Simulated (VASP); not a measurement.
# InSe (P6_3/mmc) in VASP: notebook

The runs below take InSe through phonons, with PBE+D3(BJ), LDA.

Everything below comes from runs of VASP 6.6.1. Logs are shortened: lines on timing, memory, paths and dates and some standing lists are left out, and cuts for length are marked.

### Step 1. The structure

The structure is hexagonal, space group P6_3/mmc (No. 194). The conventional cell has a = 4.033 Å, b = 4.033 Å, c = 16.758 Å, α = 90.00°, β = 90.00°, γ = 120.00°. In (site symmetry 3m) is surrounded by 3 Se at 2.66 Å and 1 In at 2.79 Å. Around Se (site symmetry 3m) lie 3 In at 2.66 Å.

### Step 2. Phonons, PBE+D3(BJ)

POSCAR

```
InSe
1.0
    4.0325940825     -0.0000000000      0.0000000000
   -2.0162970412      3.4923289185     -0.0000000000
    0.0000000000      0.0000000000     16.7578862013
  In              Se
     4     4
Direct
     0.3333333332999970    0.6666666667000030    0.1666317067755843
     0.6666666667000030    0.3333333332999970    0.6666317067755843
     0.3333333332999970    0.6666666667000030    0.3333682932244157
     0.6666666667000030    0.3333333332999970    0.8333682932244157
     0.3333333332999970    0.6666666667000030    0.5897259151342650
     0.6666666667000030    0.3333333332999970    0.0897259151342650
     0.3333333332999970    0.6666666667000030    0.9102740848657350
     0.6666666667000030    0.3333333332999970    0.4102740848657350
```

INCAR.step1

```
ALGO = Normal
EDIFF = 1E-8
EDIFFG = -0.002
ENCUT = 600
GGA = PE
IBRION = 2
ISIF = 3
ISMEAR = 0
IVDW = 12
KPAR = 2
LASPH = True
LCHARG = False
LREAL = False
LWAVE = False
NELM = 80
NSW = 40
PREC = Accurate
SIGMA = 0.03
```

INCAR.step2

```
ALGO = Normal
EDIFF = 1E-8
ENCUT = 600
GGA = PE
IBRION = 6
ISIF = 2
ISMEAR = 0
IVDW = 12
KPAR = 2
LASPH = True
LCHARG = False
LREAL = False
LWAVE = False
NELM = 80
NFREE = 2
NSW = 1
POTIM = 0.015
PREC = Accurate
SIGMA = 0.03
```

KPOINTS

```
k-points
0
Gamma
  9 9 2
```

Potentials or basis: VASP PAW PBE potentials, release 64 (In_d, Se).

On the command line:

```
$ cat potpaw_PBE.64/In_d/POTCAR potpaw_PBE.64/Se/POTCAR > POTCAR
$ cp INCAR.step1 INCAR
$ mpirun -np 2 vasp_std > vasp.out
$ cp CONTCAR POSCAR
$ cp INCAR.step2 INCAR
$ mpirun -np 2 vasp_std > vasp.out
```

OUTCAR:

```text
EDIFF = 1E-8
   ENCUT = 600
   GGA = PE
   IBRION = 6
   ISIF = 2
   ISMEAR = 0
   IVDW = 12
   LASPH = True
   LREAL = False
   NELM = 80
   NFREE = 2
   NSW = 1
   POTIM = 0.015
   PREC = Accurate
 IVDW          = 12

 ion  position               nearest neighbor table
   1  0.333  0.667  0.167-   6 2.66   6 2.66   6 2.66   3 2.79
   2  0.667  0.333  0.667-   5 2.66   5 2.66   5 2.66   4 2.79
   3  0.333  0.667  0.333-   8 2.66   8 2.66   8 2.66   1 2.79
   4  0.667  0.333  0.833-   7 2.66   7 2.66   7 2.66   2 2.79
   5  0.333  0.667  0.590-   2 2.66   2 2.66   2 2.66
   6  0.667  0.333  0.090-   1 2.66   1 2.66   1 2.66
   7  0.333  0.667  0.910-   4 2.66   4 2.66   4 2.66
   8  0.667  0.333  0.410-   3 2.66   3 2.66   3 2.66

  LATTYP: Found a hexagonal cell.
 ALAT       =     4.0325209332
 C/A-ratio  =     4.1598583877

  Lattice vectors:

 A1 = (   4.0325209332,  -0.0000000000,   0.0000000000)
 A2 = (  -2.0162604665,   3.4922655693,   0.0000000000)
 A3 = (   0.0000000000,   0.0000000000,  16.7747160275)

Analysis of symmetry for initial positions (statically):
=====================================================================
 Subroutine PRICEL returns:
 Original cell was already a primitive cell.

 Routine SETGRP: Setting up the symmetry group for a
 hexagonal supercell.

 Subroutine GETGRP returns: Found 24 space group operations
 (whereof 12 operations were pure point group operations)
 out of a pool of 24 trial point group operations.

The static configuration has the point symmetry D_3d.
 The point group associated with its full space group is D_6h.

Analysis of symmetry for dynamics (positions and initial velocities):
=====================================================================
 Subroutine PRICEL returns:
 Original cell was already a primitive cell.

 Routine SETGRP: Setting up the symmetry group for a
 hexagonal supercell.

 Subroutine GETGRP returns: Found 24 space group operations
 (whereof 12 operations were pure point group operations)
 out of a pool of 24 trial point group operations.

The dynamic configuration has the point symmetry D_3d.
 The point group associated with its full space group is D_6h.

 Subroutine INISYM returns: Found 24 space group operations
 (whereof 12 operations are pure point group operations),
 and found     1 'primitive' translations

----------------------------------------------------------------------------------------

                                     Primitive cell

  volume of cell :     236.2322

  direct lattice vectors                    reciprocal lattice vectors
     4.032520933 -0.000000000  0.000000000     0.247983834  0.143173533  0.000000000
    -2.016260467  3.492265569  0.000000000     0.000000000  0.286347066  0.000000000
     0.000000000  0.000000000 16.774716027     0.000000000  0.000000000  0.059613528

  length of vectors
     4.032520933  4.032520933 16.774716027     0.286347066  0.286347066  0.059613528

  position of ions in fractional coordinates (direct lattice)
     0.333333333  0.666666667  0.166739374
     0.666666667  0.333333333  0.666739374
     0.333333333  0.666666667  0.333260626
     0.666666667  0.333333333  0.833260626
     0.333333333  0.666666667  0.589909333
     0.666666667  0.333333333  0.089909333
     0.333333333  0.666666667  0.910090667
     0.666666667  0.333333333  0.410090667

  ion indices of the primitive-cell ions
   primitive index   ion index
                 1           1
                 2           2
                 3           3
                 4           4
                 5           5
                 6           6
[... 55 lines left out ...]
   k-points           NKPTS =     24   k-points in BZ     NKDIM =     24   number of bands    NBANDS=     45
   number of dos      NEDOS =    301   number of ions     NIONS =      8
   total plane-waves  NPLWV = 143360
   dimension x,y,z NGX =    32 NGY =   32 NGZ =  140
   dimension x,y,z NGXF=    64 NGYF=   64 NGZF=  280
   ions per type =               4   4
   NGX,Y,Z   is equivalent  to a cutoff of  13.19, 13.19, 13.87 a.u.
   NGXF,Y,Z  is equivalent  to a cutoff of  26.38, 26.38, 27.75 a.u.
 SYSTEM =  unknown system
   PREC   = accura    normal or accurate (medium, high low for compatibility)
   ISTART =      0    job   : 0-new  1-cont  2-samecut
   ICHARG =      2    charge: 1-file 2-atom 10-const
   ISPIN  =      1    spin polarized calculation?
   LNONCOLLINEAR =      F non collinear calculations
   LSORBIT =      F    spin-orbit coupling
   LASPH  =      T    aspherical Exc in radial PAW
   ENCUT  =  600.0 eV  44.10 Ry    6.64 a.u.   8.05  8.05 33.50*2*pi/ulx,y,z
   NELM   =     80;   NELMIN=  2; NELMDL=  0     # of ELM steps
   EDIFF  = 0.1E-07   stopping-criterion for ELM
   LREAL  =      F    real-space projection
   EDIFFG = 0.1E-06   stopping-criterion for IOM
   NSW    =    133    number of steps for IOM
   IBRION =      6    ionic relax: 0-MD 1-quasi-New 2-CG
   NFREE  =      2    steps in history (QN), initial steepest desc. (CG)
   ISIF   =      2    stress and relaxation
   ISYM   =      2    0-nonsym 1-usesym 2-fastsym
   POTIM  = 0.0150    time-step for ionic-motion
   TEBEG  =    0.0;   TEEND  =   0.0 temperature during run
   PSTRESS=    0.0 pullay stress
   NELECT =      76.0000    total number of electrons
   NUPDOWN=      -1.0000    fix difference up-down
   EMIN   =  10.00;   EMAX   =-10.00  energy-range for DOS
   EFERMI =   0.00;   METHOD = LEGACY
   ISMEAR =     0;   SIGMA  =   0.03  broadening in eV -4-tet -1-fermi 0-gaus
   EFERMI_NEDOS =   21; number of points for ismear=-14 and -15
   IALGO  =     38    algorithm
   IMIX   =      4    mixing-type and parameters
     AMIX     =   0.40;   BMIX     =  1.00
     AMIX_MAG =   1.60;   BMIX_MAG =  1.00
  volume/ion in A,a.u.               =      29.53       199.27
  Fermi-wavevector in a.u.,A,eV,Ry     =   1.121759  2.119818 17.120808  1.258344
  Thomas-Fermi vector in A             =   2.258415
   LORBIT       =      0    0 simple, 1 ext, 2 COOP (PROOUT), +10 PAW based schemes
   GGA     = PE    functional components
   LHFCALC =     F    Hartree Fock is set to
   AEXX    =    0.0000 exact exchange contribution
   IVDW    =    12    specifies the selected vdW correction
   LEPSILON=     F    determine dielectric tensor
   LRPA    =     F    only Hartree local field effects (RPA)
 finite differences with symmetry
 non-spin polarized calculation
 Gauss-broadening in eV      SIGMA  =   0.03
  energy-cutoff  :      600.00
  volume of cell :      236.23
 maximum number of plane-waves:      7912
   NGX = 17   NGY = 17   NGZ = 67

--------------------------------------- Ionic step        1  -------------------------------------------

 number of electron      76.0000012 magnetization

 Free energy of the ion-electron system (eV)
  ---------------------------------------------------
  ext. energy  EPLUGINS =         0.00000000
  ---------------------------------------------------
  free energy    TOTEN  =       -28.32331434 eV

  energy without entropy =      -28.32331434  energy(sigma->0) =      -28.32331434

------------------------ aborting loop because EDIFF is reached ----------------------------------------

 Edisp (eV)   -2.37161

 E8    (eV) :    -1.0867
[... 359 lines left out ...]
--------------------------------------- Ionic step        9  -------------------------------------------

 number of electron      76.0000012 magnetization

 Free energy of the ion-electron system (eV)
  ---------------------------------------------------
  ext. energy  EPLUGINS =         0.00000000
  ---------------------------------------------------
  free energy    TOTEN  =       -28.32234014 eV

  energy without entropy =      -28.32234014  energy(sigma->0) =      -28.32234014

 E-fermi :   4.1650     XC(G=0):  -8.8715

 val. band max:        3.9935958637   @ k =   0.0000   0.0000   0.0000
 cond. band min:       4.3578086398   @ k =   0.0000   0.0000   0.0000
 fundamental gap:      0.3642127761
 Fermi energy:         4.1650104078

 k-point     1 :       0.0000    0.0000    0.0000
  band No.  band energies     occupation
      1     -10.7826      2.00000
      2     -10.7815      2.00000
      3     -10.5985      2.00000
      4     -10.5985      2.00000
      5     -10.5965      2.00000
      6     -10.5965      2.00000
[... 1180 lines left out ...]
  FREE ENERGIE OF THE ION-ELECTRON SYSTEM (eV)
  ---------------------------------------------------
  free  energy   TOTEN  =       -30.6941860589 eV

  energy  without entropy=      -30.6941860589  energy(sigma->0) =      -30.69418606

 INTERNAL STRAIN TENSORS FROM DISPLACED ATOMS
 ============================================

 INTERNAL STRAIN TENSOR FOR ION    1 for displacements in x,y,z  (eV/Angst):
          X           Y           Z          XY          YZ          ZX
  --------------------------------------------------------------------------------
  x    -0.00000     0.00000     0.00000    -4.38222    -0.00000    -5.40023
  y    -4.38222     4.38222    -0.00000     0.00000    -5.40023    -0.00000
  z    -7.81285    -7.81285     5.68591    -0.00000    -0.00000     0.00000

 INTERNAL STRAIN TENSOR FOR ION    8 for displacements in x,y,z  (eV/Angst):
          X           Y           Z          XY          YZ          ZX
  --------------------------------------------------------------------------------
  x     0.00000    -0.00000    -0.00000     4.67787    -0.00000    -7.05584
  y     4.67787    -4.67787     0.00000    -0.00000    -7.05585    -0.00000
  z    -6.94442    -6.94442    -7.22376    -0.00000     0.00000    -0.00000

 Eigenvectors and eigenvalues of the dynamical matrix
 ----------------------------------------------------

   1 f  =    6.697297 THz    42.080359 2PiTHz  223.397785 cm-1    27.697783 meV
             X         Y         Z           dx          dy          dz
     -0.000000  2.328177  2.797006     0.000000   -0.000000    0.420264
      2.016260  1.164089 11.184364    -0.000000   -0.000000   -0.420264
     -0.000000  2.328177  5.590352     0.000000   -0.000000   -0.420264
      2.016260  1.164089 13.977710    -0.000000    0.000000    0.420264
     -0.000000  2.328177  9.895562     0.000000   -0.000000    0.270884
      2.016260  1.164089  1.508204    -0.000000    0.000000   -0.270884
     -0.000000  2.328177 15.266512     0.000000   -0.000000   -0.270884
      2.016260  1.164089  6.879154    -0.000000    0.000000    0.270884
[... 243 lines left out ...]
  24 f/i=    0.003976 THz     0.024985 2PiTHz    0.132639 cm-1     0.016445 meV
             X         Y         Z           dx          dy          dz
     -0.000000  2.328177  2.797006     0.271817    0.272132    0.000000
      2.016260  1.164089 11.184364     0.271817    0.272132    0.000000
     -0.000000  2.328177  5.590352     0.271817    0.272132    0.000000
      2.016260  1.164089 13.977710     0.271817    0.272132    0.000000
     -0.000000  2.328177  9.895562     0.225767    0.226028    0.000000
      2.016260  1.164089  1.508204     0.225767    0.226028    0.000000
     -0.000000  2.328177 15.266512     0.225767    0.226028    0.000000
      2.016260  1.164089  6.879154     0.225767    0.226028    0.000000

 ELASTIC MODULI CONTR FROM IONIC RELAXATION (kBar)
 Direction    XX          YY          ZZ          XY          YZ          ZX
 --------------------------------------------------------------------------------
 XX        -314.1375    -78.2285   -142.7556     -0.0000      0.0000     -0.0000
 YY         -78.2285   -314.1375   -142.7556     -0.0000      0.0000      0.0000
 ZZ        -142.7556   -142.7556   -559.2250     -0.0000     -0.0000      0.0000
 XY          -0.0000     -0.0000     -0.0000   -117.9545     -0.0000      0.0000
 YZ           0.0000     -0.0000     -0.0000     -0.0000   -269.9635     -0.0000
 ZX          -0.0000     -0.0000      0.0000      0.0000     -0.0000   -269.9628
 --------------------------------------------------------------------------------
```

Wall time 61 min (2 MPI ranks of AMD EPYC 7R13 (Zen 3), shared host); peak memory 1.3 GiB.

Results:

```
Relaxed volume                                          : 29.53 Å³/atom
Relaxed cell                                            : a = 4.033 Å, b = 4.033 Å, c = 16.775 Å, α = 90.00°, β = 90.00°, γ = 120.00°
Space group after relaxing (to 0.05 Å)                  : P6_3/mmc (No. 194)
Highest phonon frequency at Γ, LO-TO splitting left out : 223 cm⁻¹
Dispersion energy per atom                              : -0.296 eV
```

Final structure:
```cif
data_structure
_symmetry_space_group_name_H-M 'P 1'
_symmetry_Int_Tables_number 1
_cell_length_a 4.0325
_cell_length_b 4.0325
_cell_length_c 16.7747
_cell_angle_alpha 90.000
_cell_angle_beta 90.000
_cell_angle_gamma 120.000
_cell_volume 236.23
loop_
_atom_site_label
_atom_site_type_symbol
_atom_site_fract_x
_atom_site_fract_y
_atom_site_fract_z
_atom_site_occupancy
In1 In 0.33333 0.66667 0.16674 1
In2 In 0.66667 0.33333 0.66674 1
In3 In 0.33333 0.66667 0.33326 1
In4 In 0.66667 0.33333 0.83326 1
Se1 Se 0.33333 0.66667 0.58991 1
Se2 Se 0.66667 0.33333 0.08991 1
Se3 Se 0.33333 0.66667 0.91009 1
Se4 Se 0.66667 0.33333 0.41009 1
```

Phonon frequencies in cm⁻¹ (negative: imaginary):
```csv
q point,frequencies
"(0.000, 0.000, 0.000)",0 0 0 18 18 35 35 35 39 39 104 111 166 166 167 167 170 170 171 171 186 195 223 223
```

(Part 1 of 2 ends here.)
